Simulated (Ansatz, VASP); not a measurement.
# BN (Qingsongite) in two plane-wave programs, part 2 of 2

One calculation is typed for both programs; each brings its own data sets and cutoff. How far apart do they land?

VASP 6.6.1 and Ansatz 0.2.0.

So far: Starting point; VASP: G0W0 gap, PBE.

### Step 3. Ansatz: G0W0 gap, PBE

Level of this step: Ansatz beside VASP: Kohn-Sham DFT, plane waves, PBE, G0W0 (Ansatz).

Ansatz runs on its default PAW (the set named soft_2) files.

The same cell, functional and mesh now go to Ansatz, which takes its cutoff from its data sets.

Input file input.yaml:

```yaml
crystal:
  lattice:
    - [0.0, 1.8075, 1.8075]
    - [1.8075, 0.0, 1.8075]
    - [1.8075, 1.8075, 0.0]
  atoms:
    - { symbol: B, position: [0.0, 0.0, 0.0] }
    - { symbol: "N", position: [0.25, 0.25, 0.25] }
hamiltonian:
  xc: pbe
  pseudopotentials: { kind: paw }
kpoints:
  mp_grid: { grid: [8, 8, 8] }
scf:
  occupations: { method: fixed }
gw:
  n_empty_bands: 44
  ecut_chi: 140.0
  qp_bands: [v2, c2]
  qp_kpoints: band_edges
  screening: { model: contour_deformation }
```

Run with:

```bash
ansatz run input.yaml --threads 4 --pin off --max-ram 9216MiB --backend cpu --events-out ev --progress --plain --runs-dir out
```

Numbers of over 12 decimals in the logs are rounded to 6 here.

What it wrote:

```text
Engine: ansatz 0.2.0, aarch64-unknown-linux-gnu
Pseudopotentials: kind: paw
Pseudopotential: B, paw, valence charge 3, recommended cutoff 420 eV (normal), B.paw.azcp
Pseudopotential: N, paw, valence charge 5, recommended cutoff 420 eV (normal), N.paw.azcp
Functional definition: PBE
  parameter kappa = 0.804
  parameter beta = 0.066725
  exchange = pbe_x(kappa = kappa, mu = beta*pi^2/3)
  correlation = pbe_c(beta = beta)
Crystal: 2 atoms, lattice volume = 11.810 Å³
Basis set: ecut = 420 eV, 259 PW (Γ)
Bands: 8, of which v1, the nominal top of the filled ones, is band 4 counted from 1 (3 counted from 0)
Symmetry: 24 space group operations
Space group: F-43m (ITA 216), of the structure as read, at distance tolerance 2.3e-5 Å
k-points: 29 of 512 (time reversal used)
Non-local potential: B, projectors of the file, l = 0: 2, l = 1: 2, l = 2: 1
Non-local potential: N, projectors of the file, l = 0: 2, l = 1: 2, l = 2: 1
PAW form: soft (Blöchl's): semilocal exchange-correlation on the pseudo side does not see the compensation charge
PAW one-centre angular grid: B, 110 points (default); XC on 64 Gauss nodes
PAW one-centre angular grid: N, 110 points (default); XC on 64 Gauss nodes
Initial density: superposition of atomic densities (neutral atoms: chi_scale 0, normalization atom), corrected by the library's trained network
Initial wavefunctions: pseudopotential atomic-orbital guess
Functional: x = pbe(κ = 0.804, μ = 0.219515), c = pbe(β = 0.066725)
SCF iter   1: F=—  HF=-542.274447 eV  |F-HF|=—  |Δ(HF+E_count)|=         —  Δρ=1.56e-3  dr2=1.48e-4  ethr=1.77e-3  ⟨swp⟩=3.8  Hψ=1323  notcnv=0  defer=44
preconditioner: auto → none  [insulator: Δε(μ)=4.474 eV  Ē_g=20.013 eV  n_scr=0 (ndim 8)  ℏωp=30.6 eV  f_vac=0.000  ε∞_Penn≈3.3]
SCF iter   2: F=—  HF=-542.274558 eV  |F-HF|=—  |Δ(HF+E_count)|=   1.11e-4  Δρ=8.29e-4  dr2=2.29e-5  ethr=1.85e-6  ⟨swp⟩=2.1  Hψ=633  notcnv=0  defer=51
SCF iter   3: F=—  HF=-542.274603 eV  |F-HF|=—  |Δ(HF+E_count)|=   4.51e-5  Δρ=3.59e-4  dr2=5.62e-6  ethr=2.86e-7  ⟨swp⟩=2.2  Hψ=332  notcnv=0  defer=24
iter 4 did not close the SCF: its close was put off for the readings that it lacked (scf_convergence_deferred on its scf_iter line)
SCF iter   4: F=-542.274617 eV  HF=-542.274617 eV  |F-HF|=1.75e-8  |Δ(HF+E_count)|=   1.43e-5  Δρ=2.30e-5  dr2=1.88e-8  ethr=7.03e-8  ⟨swp⟩=2.4  Hψ=339  notcnv=0  defer=34
iter 5 did not close the SCF: its close was put off for the readings that it lacked (scf_convergence_deferred on its scf_iter line)
SCF iter   5: F=-542.274617 eV  HF=-542.274617 eV  |F-HF|=4.11e-9  |Δ(HF+E_count)|=   1.84e-8  Δρ=7.33e-6  dr2=1.59e-9  ethr=2.35e-10  ⟨swp⟩=2.1  Hψ=306  notcnv=0  defer=33
SCF iter   6: F=-542.274617 eV  HF=-542.274617 eV  |F-HF|=9.66e-12  |Δ(HF+E_count)|=   4.60e-9  Δρ=7.43e-7  dr2=2.90e-11  ethr=1.99e-11  ⟨swp⟩=3.1  Hψ=1101  notcnv=0
SCF 1 converged in 6 iterations: F = -542.274617 eV  dr2 = 2.90e-11
  greatest PAW one-centre occupation: 0.787 electrons in one spin orbital (limit 2), on the N atom at site 1 (counted from 0), in its partial waves of l = 0
NSCF: frozen V_eff on 29 k-points
G₀W₀ screening: q 1/29
G₀W₀ screening: q 2/29 (q-point 23)
G₀W₀ screening: q 3/29 (q-point 26)
G₀W₀ screening: q 4/29 (q-point 7)
G₀W₀ screening: q 5/29 (q-point 8)
G₀W₀ screening: q 6/29 (q-point 9)
G₀W₀ screening: q 7/29 (q-point 10)
G₀W₀ screening: q 8/29 (q-point 11)
G₀W₀ screening: q 9/29 (q-point 14)
G₀W₀ screening: q 10/29 (q-point 15)
G₀W₀ screening: q 11/29 (q-point 16)
G₀W₀ screening: q 12/29 (q-point 19)
G₀W₀ screening: q 13/29 (q-point 22)
G₀W₀ screening: q 14/29 (q-point 24)
G₀W₀ screening: q 15/29 (q-point 25)
G₀W₀ screening: q 16/29 (q-point 27)
G₀W₀ screening: q 17/29 (q-point 12)
G₀W₀ screening: q 18/29 (q-point 17)
G₀W₀ screening: q 19/29 (q-point 20)
G₀W₀ screening: q 20/29 (q-point 28)
G₀W₀ screening: q 21/29 (q-point 2)
G₀W₀ screening: q 22/29 (q-point 3)
G₀W₀ screening: q 23/29 (q-point 4)
G₀W₀ screening: q 24/29 (q-point 6)
G₀W₀ screening: q 25/29 (q-point 13)
G₀W₀ screening: q 26/29 (q-point 18)
G₀W₀ screening: q 27/29 (q-point 29)
G₀W₀ screening: q 28/29 (q-point 5)
G₀W₀ screening: q 29/29 (q-point 21)
G₀W₀ self-energy: k 1/11
G₀W₀ self-energy: k 2/11
G₀W₀ self-energy: k 3/11
G₀W₀ self-energy: k 4/11
G₀W₀ self-energy: k 5/11
G₀W₀ self-energy: k 6/11
G₀W₀ self-energy: k 7/11
G₀W₀ self-energy: k 8/11
G₀W₀ self-energy: k 9/11
G₀W₀ self-energy: k 10/11
G₀W₀ self-energy: k 11/11
SCF converged after 6 iterations
Free energy (F): -542.274617 eV
Harris-Foulkes:  -542.274617 eV  (|F-HF|=9.66e-12)
Internal energy: -542.274617 eV  (E = F + TS)
E sigma→0 (E₀):  -542.274617 eV
Fermi energy:    11.179790 eV
--- Per-component energies (eV) ---
  E_band       = 26.444654
  E_kinetic    = 185.620800
  E_local      = -175.303215  (includes V_loc(G=0)·N_el)
  E_nonlocal   = 56.582489
  E_hartree    = 49.109851
  E_xc         = -93.447714
  E_vxc        = -116.231854  (∫ρ·V_xc dr)
  E_paw        = -206.452282  (= ΣΔE_a)
  E_vpaw       = -22.443383  (= ΣTr[D̂ρ^β])
  E_aug_tail   = 0.000103  (compensation charges beyond the density's cutoff)
  E_ewald      = -358.384650
  E_smearing   = -0.000000  (= −TS)
  E_closure    = 0.000000  (closes the sum)
  Σ components = -542.274617   (vs F -542.274617, Δ=0.00e0)
--- Band table (eV; the first three rows and the last of 29) ---
  k-point 0: bands = ["-9.0520", "11.1798", "11.1798", "11.1798", "20.0105", "20.0105", "20.0105", "21.5015"]
  k-point 1: bands = ["-8.6728", "9.3062", "10.8010", "10.8010", "20.3709", "20.5804", "20.5804", "22.6938"]
  k-point 2: bands = ["-7.5727", "5.7033", "10.0529", "10.0529", "20.8216", "21.5284", "21.5284", "24.7401"]
  k-point 28: bands = ["-3.1564", "3.5934", "4.2166", "4.6776", "20.7854", "24.4752", "25.6910", "25.8380"]
--- G₀W₀: contour deformation, 6 samples at zero and on the imaginary axis and 2 off it, 512 q-points, 44 empty bands' worth ---
  eigenvalues of the whole cell's RPA ε∞ on this k-mesh (on a slab, of 1 + 4πα/V) = 4.3806, 4.3806, 4.3806; static W/v taken at q = 0 is 0.228278
  bands read: the sum over 48 bands ends inside a degenerate multiplet in 3 slots, whose members it reads at an even weight; the widest, k=0: bands 48 to 50 (counted from 1) at 1/3 each
  gw.qp_kpoints: band_edges: 11 of 29 stored k-points solved, in 1 pass; an edge of the gap read off the rows below is read off those points alone
    valence top: of the k-points left out ik 10 came nearest to being solved in a further pass, in band 4 (counted from 1, as in the quasiparticle table): it holds the edge there only if its correction is more favourable than any solved in that band by at least 1.190 eV; those differ by 0.464 eV
    conduction bottom: of the k-points left out ik 18 came nearest to being solved in a further pass, in band 5 (counted from 1, as in the quasiparticle table): it holds the edge there only if its correction is more favourable than any solved in that band by at least 1.132 eV; those differ by 0.675 eV
    ik  band        ε_KS         Σx   Σc(E_QP)       V_xc       Z   E_QP_lin       E_QP  E_QP is
     0     3     11.1798   -22.8531     2.7907   -19.2871  0.8268    10.4022    10.4045  root
     0     4     11.1798   -22.8531     2.7907   -19.2871  0.8268    10.4022    10.4045  root
     0     5     20.0105    -7.9538    -5.3913   -14.6792  0.8389    21.3530    21.3446  root
     0     6     20.0105    -7.9538    -5.3913   -14.6792  0.8389    21.3530    21.3446  root
     1     3     10.8010   -22.6867     2.8502   -19.0213  0.8261     9.9831     9.9858  root
     1     4     10.8010   -22.6867     2.8502   -19.0213  0.8261     9.9831     9.9858  root
     1     5     20.3709    -8.7933    -5.4159   -15.4616  0.8358    21.6310    21.6233  root
     1     6     20.5804    -8.0581    -5.5222   -14.9594  0.8357    21.9690    21.9595  root
     2     3     10.0529   -22.5452     3.0176   -18.6331  0.8242     9.1549     9.1584  root
     2     4     10.0529   -22.5452     3.0176   -18.6331  0.8242     9.1549     9.1584  root
     2     5     20.8216    -9.4846    -5.4921   -16.1590  0.8329    22.0111    22.0040  root
     2     6     21.5284    -8.0076    -5.7459   -15.1811  0.8313    22.9671    22.9559  root
     3     3      9.4560   -22.5508     3.1799   -18.4135  0.8223     8.4942     8.4985  root
     3     4      9.4560   -22.5508     3.1799   -18.4135  0.8223     8.4942     8.4985  root
     3     5     21.1827    -9.9244    -5.5387   -16.6038  0.8313    22.3301    22.3233  root
     3     6     21.8944    -7.7564    -5.7709   -14.9197  0.8320    23.2976    23.2867  root
     4     3      9.2390   -22.5718     3.2430   -18.3488  0.8216     8.2544     8.2589  root
     4     4      9.2390   -22.5718     3.2430   -18.3488  0.8216     8.2544     8.2589  root
     4     5     21.3175   -10.0887    -5.5524   -16.7667  0.8307    22.4496    22.4431  root
     4     6     21.9002    -7.6376    -5.7336   -14.7330  0.8334    23.2723    23.2620  root
     5     3     10.0703   -22.3510     2.9583   -18.5039  0.8248     9.1781     9.1815  root
     5     4     10.0703   -22.3510     2.9583   -18.5039  0.8248     9.1781     9.1815  root
     5     5     19.3372    -8.1052    -5.2420   -14.5405  0.8414    20.5368    20.5304  root
     5     6     21.5397    -8.3781    -5.6993   -15.5332  0.8306    23.0070    22.9955  root
[...]
20     3      6.2755   -22.2397     3.9097   -17.0910  0.8102     5.0265     5.0365  root
    20     4      6.2755   -22.2397     3.9097   -17.0910  0.8102     5.0265     5.0365  root
    20     5     15.6514    -8.0432    -4.5148   -13.2835  0.8534    16.3787    16.3769  root
    20     6     20.4255    -7.9353    -5.1129   -13.9321  0.8482    21.3129    21.3095  root
    23     3      6.3550   -22.6413     3.9866   -17.3699  0.8090     5.0594     5.0701  root
    23     4      7.7307   -22.0577     3.5005   -17.4352  0.8173     6.6019     6.6087  root
    23     5     20.7793    -7.9985    -5.3475   -14.4867  0.8377    21.9266    21.9201  root
    23     6     22.3572    -8.4676    -5.8855   -15.6206  0.8279    23.6344    23.6248  root
```

Wall time 8.1 s (4 threads of Arm Neoverse V2, shared host); peak memory 0.27 GiB; 27 s of CPU time.

Reading the cycles: dr2 is the Hartree energy of the density residual (eV), the measure of convergence; HF is the Harris–Foulkes estimate of the energy, which meets the free energy F at convergence.

### Step 4. Side by side

Known differences besides the potentials themselves: the two programs' PAW sets differ in cores and partial waves; the cutoff is 420 eV in Ansatz and 450 eV in VASP; VASP leaves aspherical gradient terms in its spheres out (LASPH is not set), Ansatz keeps them; Ansatz integrates over frequency by contour deformation, VASP on a grid of NOMEGA points. Total energies have different zeros and are not compared.

The two programs side by side:

```
                 quantity  Ansatz  VASP  difference
G0W0 gap on the mesh (eV)    5.98  5.91       +0.06
    PBE gap under it (eV)    4.47  4.46       +0.01
```

### Step 5. Outcome

```
difference in G0W0 gap on the mesh (G0W0 gap, PBE) : 0.064 eV
```

The difference in G0W0 gap on the mesh is 0.064 eV (G0W0 gap, PBE), within the 0.15 eV picked in this series as the mark of a large difference. How closely two codes agree says nothing of how well the functional describes the real material.

[Lines on the potential files, build, host, timing and source positions are cut from VASP's logs without a mark.]

[Logs are printed without paths, hosts, clocks, repeated set-up lines and the standing remarks that a program may print on its own settings, such as how far it seeks lower states.]

[Hosts, paths, dates, database ids (printed as entryN), source tags and the programs' standing remarks are cut or masked in the printed files.]
